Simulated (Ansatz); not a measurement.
Ionic part of the dielectric constant of BAs at 20 GPa, mode by mode

Computed with Ansatz, DFT PBEsol, scalar-relativistic, plane waves, PAW. Plane waves to 420 eV; Γ-centred k mesh 10×10×10; fixed occupations. No spin polarisation. Phonons by linear response, acoustic sum rule imposed.

Symmetry: F-43m, No. 216, cubic system. The conventional cell has a = 4.591 Å, b = 4.591 Å, c = 4.591 Å, α = 90.00°, β = 90.00°, γ = 90.00°. B (site symmetry -43m) is surrounded by 4 As at 1.99 Å. As (site symmetry -43m) is surrounded by 4 B at 1.99 Å.

Other phases may be more stable at this pressure. The run warned that the force constants aren't converged on this k mesh, so the frequencies and all that is formed from them are rough. The bands were filled as in an insulator; under compression the gap may have closed between mesh points.

The primitive cell has V = 24.19 Å³ and ε∞,xx = 9.509. Each polar mode adds Δε = (4.92064×10⁷/V)·S/ν² along x, with S its oscillator strength in e²/amu, ν in cm⁻¹ and V in Å³.

Problem. From these modes, find each Δε and ε0,xx.
```json
{"ν (cm⁻¹)": "772.9", "S_xx (e²/amu)": "0.07055"}
```

Solution.
```tsv
ν (cm⁻¹)	Δε
772.9	0.24
```

The sum is 0.240, so ε0,xx = 9.75; the run's tensor has 9.75.

Problem. Where do the longitudinal modes lie for a wave vector along x?

Solution. At 783 cm⁻¹. The Lyddane–Sachs–Teller product Π(ν_LO/ν_TO)² = 1.03 matches ε0/ε∞ = 1.03.

Cost: 1 run of about 0.8 core-minutes, on Arm Neoverse V2 (shared hosts).

The static dielectric response of compressed BAs is almost entirely electronic: the lattice adds only 0.24 to an ε∞ of 9.509. Boron and arsenic have similar electronegativities, so their bond is largely covalent, and moving the two sublattices against each other produces little dipole. The stiff bond also limits how far a static field can displace them. Boron's low mass helps put the mode at a high frequency, but it isn't what makes the ionic term small, because the reduced mass cancels between S and ν².

The narrow gap between the transverse mode at 772.9 cm⁻¹ and the longitudinal one at 783 cm⁻¹ has the same origin: a weak polar charge, whose long-range field is further screened by the electrons. This suggests that polar optical scattering of carriers is weak compared with that in more ionic semiconductors. The Lyddane–Sachs–Teller agreement shows internal consistency rather than independent accuracy, since both sides draw on the same charges, force constants and ε∞. A single pressure can't show whether compression strengthens or weakens the bond's polarity.
